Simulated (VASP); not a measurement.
# BAs (Pm-3m) in VASP: a series of runs, part 2 of 4

VASP 6.6.1.

## (3) Density of states, PBEsol

Input file POSCAR:

```
BAs
1.0
    2.9343700000      0.0000000000      0.0000000000
    0.0000000000      2.9343700000      0.0000000000
    0.0000000000      0.0000000000      2.9343700000
B As
1 1
Direct
    0.5000000000      0.5000000000      0.5000000000
    0.0000000000      0.0000000000      0.0000000000
```

Input file INCAR.step1:

```
SYSTEM = BAs
ALGO = Normal
EDIFF = 1E-7
ENCUT = 520
GGA = PS
ISIF = 2
ISMEAR = 0
LASPH = .True.
LCHARG = .True.
LREAL = .False.
LWAVE = .False.
NBANDS = 11
NELM = 80
PREC = Accurate
SIGMA = 0.02
```

Input file KPOINTS.step1:

```
k-points
0
Gamma
  9 9 9
  0 0 0
```

Input file INCAR.step2:

```
SYSTEM = BAs
ALGO = Normal
EDIFF = 1E-7
ENCUT = 520
GGA = PS
ICHARG = 11
ISIF = 2
ISMEAR = -5
LASPH = .True.
LCHARG = .False.
LORBIT = 11
LREAL = .False.
LWAVE = .False.
NBANDS = 11
NEDOS = 1001
NELM = 80
PREC = Accurate
SIGMA = 0.02
```

Input file KPOINTS.step2:

```
k-points
0
Gamma
  14 14 14
  0 0 0
```

Potentials or basis: VASP PAW PBE potentials, release 64 (B, As).

Started as:

```
$ cat potpaw_PBE.64/B/POTCAR potpaw_PBE.64/As/POTCAR > POTCAR
$ cp INCAR.step1 INCAR
$ cp KPOINTS.step1 KPOINTS
$ mpirun -np 1 vasp_std > vasp.out
$ cp INCAR.step2 INCAR
$ cp KPOINTS.step2 KPOINTS
$ mpirun -np 1 vasp_std > vasp.out
```

OUTCAR:

```text
SYSTEM = BAs
   EDIFF = 1E-7
   ENCUT = 520
   GGA = PS
   ICHARG = 11
   ISIF = 2
   ISMEAR = -5
   LASPH = .True.
   LORBIT = 11
   LREAL = .False.
   NELM = 80
   PREC = Accurate

 ion  position               nearest neighbor table
   1  0.500  0.500  0.500-   2 2.54   2 2.54   2 2.54   2 2.54   2 2.54   2 2.54   2 2.54   2 2.54

   2  0.000  0.000  0.000-   1 2.54   1 2.54   1 2.54   1 2.54   1 2.54   1 2.54   1 2.54   1 2.54

  LATTYP: Found a simple cubic cell.
 ALAT       =     2.9343700000

  Lattice vectors:

 A1 = (   2.9343700000,   0.0000000000,   0.0000000000)
 A2 = (   0.0000000000,   2.9343700000,   0.0000000000)
 A3 = (   0.0000000000,   0.0000000000,   2.9343700000)

Analysis of symmetry for initial positions (statically):
=====================================================================
 Subroutine PRICEL returns:
 Original cell was already a primitive cell.

 Routine SETGRP: Setting up the symmetry group for a
 simple cubic supercell.

 Subroutine GETGRP returns: Found 48 space group operations
 (whereof 48 operations were pure point group operations)
 out of a pool of 48 trial point group operations.

The static configuration has the point symmetry O_h .

Analysis of symmetry for dynamics (positions and initial velocities):
=====================================================================
 Subroutine PRICEL returns:
 Original cell was already a primitive cell.

 Routine SETGRP: Setting up the symmetry group for a
 simple cubic supercell.

 Subroutine GETGRP returns: Found 48 space group operations
 (whereof 48 operations were pure point group operations)
 out of a pool of 48 trial point group operations.

The dynamic configuration has the point symmetry O_h .

 Subroutine INISYM returns: Found 48 space group operations
 (whereof 48 operations are pure point group operations),
 and found     1 'primitive' translations

----------------------------------------------------------------------------------------

                                     Primitive cell

  volume of cell :      25.2665

  direct lattice vectors                    reciprocal lattice vectors
     2.934370000  0.000000000  0.000000000     0.340788653  0.000000000  0.000000000
     0.000000000  2.934370000  0.000000000     0.000000000  0.340788653  0.000000000
     0.000000000  0.000000000  2.934370000     0.000000000  0.000000000  0.340788653

  length of vectors
     2.934370000  2.934370000  2.934370000     0.340788653  0.340788653  0.340788653

  position of ions in fractional coordinates (direct lattice)
     0.500000000  0.500000000  0.500000000
     0.000000000  0.000000000  0.000000000

  ion indices of the primitive-cell ions
   primitive index   ion index
                 1           1
                 2           2

----------------------------------------------------------------------------------------

 KPOINTS: k-points

Automatic generation of k-mesh.
 Grid dimensions read from file:
 generate k-points for:   14   14   14

 Generating k-lattice:

  Cartesian coordinates                     Fractional coordinates (reciprocal lattice)
     0.024342047  0.000000000  0.000000000     0.071428571  0.000000000  0.000000000
     0.000000000  0.024342047  0.000000000     0.000000000  0.071428571  0.000000000
     0.000000000  0.000000000  0.024342047     0.000000000  0.000000000  0.071428571
[... 49 lines left out ...]
 SYSTEM =  BAs
   PREC   = accura    normal or accurate (medium, high low for compatibility)
   ISTART =      0    job   : 0-new  1-cont  2-samecut
   ICHARG =     11    charge: 1-file 2-atom 10-const
   ISPIN  =      1    spin polarized calculation?
   LNONCOLLINEAR =      F non collinear calculations
   LSORBIT =      F    spin-orbit coupling
   LASPH  =      T    aspherical Exc in radial PAW
   ENCUT  =  520.0 eV  38.22 Ry    6.18 a.u.   5.46  5.46  5.46*2*pi/ulx,y,z
   NELM   =     80;   NELMIN=  2; NELMDL=  0     # of ELM steps
   EDIFF  = 0.1E-06   stopping-criterion for ELM
   LREAL  =      F    real-space projection
   EDIFFG = 0.1E-05   stopping-criterion for IOM
   NSW    =      0    number of steps for IOM
   IBRION =     -1    ionic relax: 0-MD 1-quasi-New 2-CG
   NFREE  =      0    steps in history (QN), initial steepest desc. (CG)
   ISIF   =      2    stress and relaxation
   ISYM   =      2    0-nonsym 1-usesym 2-fastsym
   POTIM  = 0.5000    time-step for ionic-motion
   TEBEG  =    0.0;   TEEND  =   0.0 temperature during run
   PSTRESS=    0.0 pullay stress
   NELECT =       8.0000    total number of electrons
   NUPDOWN=      -1.0000    fix difference up-down
   EMIN   =  10.00;   EMAX   =-10.00  energy-range for DOS
   EFERMI =   0.00;   METHOD = LEGACY
   ISMEAR =    -5;   SIGMA  =   0.02  broadening in eV -4-tet -1-fermi 0-gaus
   EFERMI_NEDOS =   21; number of points for ismear=-14 and -15
   IALGO  =     38    algorithm
   IMIX   =      4    mixing-type and parameters
     AMIX     =   0.40;   BMIX     =  1.00
     AMIX_MAG =   1.60;   BMIX_MAG =  1.00
  volume/ion in A,a.u.               =      12.63        85.25
  Fermi-wavevector in a.u.,A,eV,Ry     =   1.115809  2.108574 16.939665  1.245030
  Thomas-Fermi vector in A             =   2.252417
   LORBIT       =     11    0 simple, 1 ext, 2 COOP (PROOUT), +10 PAW based schemes
   GGA     = PS    functional components
   LHFCALC =     F    Hartree Fock is set to
   AEXX    =    0.0000 exact exchange contribution
   IVDW    =     0    specifies the selected vdW correction
   LEPSILON=     F    determine dielectric tensor
   LRPA    =     F    only Hartree local field effects (RPA)
 non-spin polarized calculation
 Fermi weights with tetrahedron method with Bloechl corrections
  energy-cutoff  :      520.00
  volume of cell :       25.27
 maximum number of plane-waves:       707
 NGX is ok and might be reduce to    24

 number of electron       8.0000000 magnetization

 Free energy of the ion-electron system (eV)
  ---------------------------------------------------
  ext. energy  EPLUGINS =         0.00000000
  ---------------------------------------------------
  free energy    TOTEN  =        -9.25913241 eV

  energy without entropy =       -9.25913241  energy(sigma->0) =       -9.25913241

 E-fermi :   7.1700     XC(G=0): -11.5017

 val. band max:        7.5570348995   @ k =   0.2857   0.0000   0.0000
 cond. band min:       6.9003274368   @ k =   0.0000   0.0000   0.0000
 fundamental gap:     -0.6567074628
 Fermi energy:         7.1699956266

 k-point     1 :       0.0000    0.0000    0.0000
  band No.  band energies     occupation
      1      -8.6798      2.00000
      2       6.2447      2.00000
      3       6.2447      2.00000
      4       6.2447      2.00000
      5       6.9003      0.29118
      6      12.6846      0.00000
      7      12.6846      0.00000
      8      16.4317      0.00000
      9      16.4317      0.00000
     10      16.4317      0.00000
     11      25.9798      0.00000
[... 309 lines left out ...]
 k-point    24 :       0.3571    0.2143    0.0000
  band No.  band energies     occupation
      1      -6.0462      2.00000
      2      -0.5769      2.00000
      3       3.7785      2.00000
      4       8.1710     -0.03976
      5       8.9224      0.00000
      6      11.7334      0.00000
      7      12.5539      0.00000
      8      14.5198      0.00000
      9      18.3678      0.00000
     10      20.9970      0.00000
     11      21.8273      0.00000

 [... further k-points ...]

------------------------ aborting loop because EDIFF is reached ----------------------------------------

  FORCE on cell =-STRESS in cart. coord.  units (eV):
  Direction    XX          YY          ZZ          XY          YZ          ZX
  --------------------------------------------------------------------------------------
  -------------------------------------------------------------------------------------
  Total       -0.4218236     -0.4218236     -0.4218236      0.0000000      0.0000000      0.0000000
  in kB      -26.7483401    -26.7483401    -26.7483401      0.0000000      0.0000000      0.0000000
  external PRESSURE =     -26.7483401 kB  Pullay stress =       0.0000000 kB

 VOLUME and BASIS-vectors are now :
 -----------------------------------------------------------------------------
  energy-cutoff  :      520.00
  volume of cell :       25.27
      direct lattice vectors                 reciprocal lattice vectors
     2.934370000  0.000000000  0.000000000     0.340788653  0.000000000  0.000000000
     0.000000000  2.934370000  0.000000000     0.000000000  0.340788653  0.000000000
     0.000000000  0.000000000  2.934370000     0.000000000  0.000000000  0.340788653

 POSITION                                       TOTAL-FORCE (eV/Angst)
 -----------------------------------------------------------------------------------
      1.46718      1.46718      1.46718         0.000000      0.000000      0.000000
      0.00000      0.00000      0.00000         0.000000      0.000000      0.000000
 -----------------------------------------------------------------------------------
    total drift:                                0.000000      0.000000     -0.000000

  FREE ENERGIE OF THE ION-ELECTRON SYSTEM (eV)
  ---------------------------------------------------
  free  energy   TOTEN  =        -9.2591324116 eV

  energy  without entropy=       -9.2591324116  energy(sigma->0) =       -9.25913241

 total charge

# of ion       s       p       d       tot
------------------------------------------
    1        0.773   0.719   0.000   1.492
    2        1.332   1.237   0.095   2.664
--------------------------------------------------
tot          2.104   1.956   0.095   4.156
```

Run time: 32 s. Hardware: 1 thread of AMD EPYC 7R43 (Zen 3), shared host; peak memory 0.12 GiB.

What came out:

```yaml
Valence_electrons_inside_the_program's_atomic_spheres: B 1.49; As 2.66
```

Levels at points of the mesh, in eV from the Fermi level:
```
           k point  band 1  band 2  band 3  band 4  band 5  band 6  band 7  band 8
(0.00, 0.00, 0.00)  -15.85   -0.93   -0.93   -0.93   -0.27    5.51    5.51    9.26
(0.50, 0.00, 0.00)  -12.92  -10.11    2.80    2.80    3.13    3.13    3.34    4.51
(0.50, 0.50, 0.00)   -9.96   -6.90   -6.90   -5.49    4.11    5.01    7.10    7.10
(0.50, 0.50, 0.50)   -7.42   -3.19   -3.19   -3.19   -2.54   -2.04   -2.04   -2.04
```

States per cell in windows of 0.5 eV (zero at the Fermi level; states under -8 eV left out):
```
from (eV)  total  As2_p  B1_p  B1_s  As2_s  As2_d  B1_d
     -8.0   0.22   0.04  0.01  0.04   0.02   0.00  0.00
     -7.5   0.30   0.05  0.02  0.05   0.02   0.00  0.00
     -7.0   0.30   0.05  0.02  0.05   0.03   0.00  0.00
     -6.5   0.30   0.05  0.02  0.04   0.03   0.00  0.00
     -6.0   0.30   0.06  0.02  0.04   0.03   0.00  0.00
     -5.5   0.28   0.06  0.03  0.03   0.02   0.00  0.00
     -5.0   0.31   0.06  0.03  0.03   0.02   0.00  0.00
     -4.5   0.37   0.08  0.04  0.03   0.03   0.01  0.00
     -4.0   0.34   0.07  0.04  0.04   0.02   0.01  0.00
     -3.5   0.34   0.07  0.04  0.04   0.02   0.01  0.00
     -3.0   0.37   0.08  0.05  0.04   0.02   0.01  0.00
     -2.5   0.35   0.07  0.05  0.04   0.02   0.01  0.00
     -2.0   0.39   0.08  0.06  0.04   0.02   0.01  0.00
     -1.5   0.41   0.09  0.07  0.03   0.02   0.01  0.00
     -1.0   0.46   0.10  0.08  0.03   0.02   0.01  0.00
     -0.5   0.44   0.10  0.09  0.03   0.01   0.01  0.00
      0.0   0.44   0.10  0.09  0.03   0.01   0.01  0.00
      0.5   0.43   0.09  0.09  0.03   0.01   0.01  0.00
      1.0   0.42   0.09  0.10  0.03   0.01   0.01  0.00
      1.5   0.44   0.09  0.11  0.03   0.01   0.01  0.00
      2.0   0.47   0.09  0.13  0.02   0.02   0.01  0.00
      2.5   0.54   0.09  0.17  0.02   0.02   0.02  0.00
      3.0   0.44   0.08  0.14  0.01   0.02   0.01  0.00
      3.5   0.39   0.09  0.12  0.01   0.01   0.01  0.00
      4.0   0.47   0.14  0.11  0.02   0.01   0.01  0.00
      4.5   0.49   0.14  0.12  0.02   0.01   0.01  0.00
      5.0   0.41   0.12  0.11  0.02   0.01   0.01  0.00
      5.5   0.68   0.20  0.19  0.03   0.01   0.02  0.00
      6.0   0.76   0.19  0.23  0.03   0.01   0.03  0.00
      6.5   0.81   0.25  0.26  0.02   0.01   0.02  0.00
      7.0   0.51   0.14  0.17  0.01   0.00   0.02  0.00
      7.5   0.30   0.07  0.10  0.00   0.00   0.02  0.00
```

Caveat: the PAW data sets were made with another functional, which shifts forces and pressure a little; tetrahedron occupations give inexact forces and stress in metals.

(Continued in part 3 of 4.)
